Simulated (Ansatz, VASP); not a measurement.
One calculation of InSb, two programs

```
In Sb
1.0
     0.00000    3.27343    3.27343
     3.27343    0.00000    3.27343
     3.27343    3.27343    0.00000
In Sb
1 1
Direct
  0.00000 0.00000 0.00000
  0.75000 0.75000 0.75000
```

Alike in both runs: functional PBE; dispersion D3(BJ); k mesh 12 × 12 × 12; occupations gaussian, width 0.1 eV; no spin polarisation.

Ansatz relaxed the structure, and its values are those at the end. VASP's run is a single point on that final structure, the one shown.

```csv
,VASP,Ansatz
version,VASP 6.6.1,Ansatz 0.2.0
potentials or method,"VASP PAW PBE potentials, release 64 (In_d, Sb)","scalar-relativistic, plane waves, PAW"
plane-wave cutoff (eV),520,420
valence electrons in the cell,18,28
```

Ansatz gave:

| Item | Value |
| --- | --- |
| gap on the k mesh at the Fermi level (eV) | none |
| pressure (GPa) | 0.0 |

Question: What did VASP give for the same quantities?

Answer: gap on the k mesh at the Fermi level (eV): none; pressure (GPa): -0.1.

A gap of «none» marks a metal or a gap that the smearing closes. The two sets of potentials don't hold the same shells in valence.

Caveats: pairwise dispersion overbinds metals, which lowers pressure and volume; this crystal is a semiconductor, whose small gap the functional closes, so the metal is an error of the method. The runs have no spin-orbit coupling, so splittings on Sb are missing.
